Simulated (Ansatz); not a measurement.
# TiAl3: the cost of one run

Program: Ansatz 0.2.0. Level of theory: DFT PBE, scalar-relativistic, plane waves, PAW. These are calculated values, not measurements.

## Step 1: The system as given

Symmetry: I4/mmm, No. 139, tetragonal system. The conventional cell has a = 3.822 Å, b = 3.822 Å, c = 8.561 Å, α = 90.00°, β = 90.00°, γ = 90.00°. Around Ti (site symmetry 4/mmm) lie 12 Al at 2.70 to 2.87 Å. Al (site symmetry 4/mmm) has 4 Ti at 2.70 Å and 8 Al at 2.87 Å as nearest neighbours. Around Al (site symmetry -4m2) lie 8 Al at 2.70 to 2.87 Å and 4 Ti at 2.87 Å.

Coordinates:

```cif
data_structure
_symmetry_space_group_name_H-M 'I4/mmm'
_symmetry_Int_Tables_number 139
_cell_length_a 3.8222
_cell_length_b 3.8222
_cell_length_c 8.5613
_cell_angle_alpha 90.000
_cell_angle_beta 90.000
_cell_angle_gamma 90.000
_cell_volume 125.08
loop_
_atom_site_label
_atom_site_type_symbol
_atom_site_symmetry_multiplicity
_atom_site_Wyckoff_symbol
_atom_site_fract_x
_atom_site_fract_y
_atom_site_fract_z
_atom_site_occupancy
Ti1 Ti 2 a 0.00000 0.00000 0.00000 1
Al1 Al 2 b 0.50000 0.50000 0.00000 1
Al2 Al 4 d 0.00000 0.50000 0.25000 1
```

The structure comes from the Materials Project (structure only).

## Step 2: A random distortion, cell strained

The change: strain xx, yy, zz, yz, xz, xy = -2.2, -3.5, -1.8, +0.4, -0.3, +0.0 %; atoms moved by 0.06 Å root mean square, at most 0.07 Å.

The input, input.yaml:

```yaml
crystal:
  lattice:
    - [-1.8837535651, 1.8615990953, 4.2156598731]
    - [1.8560148313, -1.8275249717, 4.1880634913]
    - [1.8824157904, 1.826187197, -4.2004474632]
  atoms:
    - { symbol: Ti, position: [0.0020902513, -0.0006856271, 0.0136386938] }
    - { symbol: Al, position: [0.4989759144, 0.494143636, -0.0184160302] }
    - { symbol: Al, position: [0.7473837798, 0.2412407426, 0.4973941801] }
    - { symbol: Al, position: [0.2515500545, 0.7653012485, 0.5073831563] }
basis:
  ecutwfc: 420
kpoints:
  mp_grid: { grid: [12, 12, 14] }
hamiltonian:
  xc: pbe
scf:
  occupations: { method: gaussian, width: 0.1 }
output:
  forces: true
  stress: true
  eigenvalues: true
```

Command:

```
$ ansatz run input.yaml --threads 1 --pin off --max-ram 1331MiB --backend cpu --events-out ev --progress --plain --runs-dir out
```

Q: Estimate wall time and peak memory on 1 thread of an Arm CPU, shared host.

About 2.6 min, with a peak of 1.2 GiB.
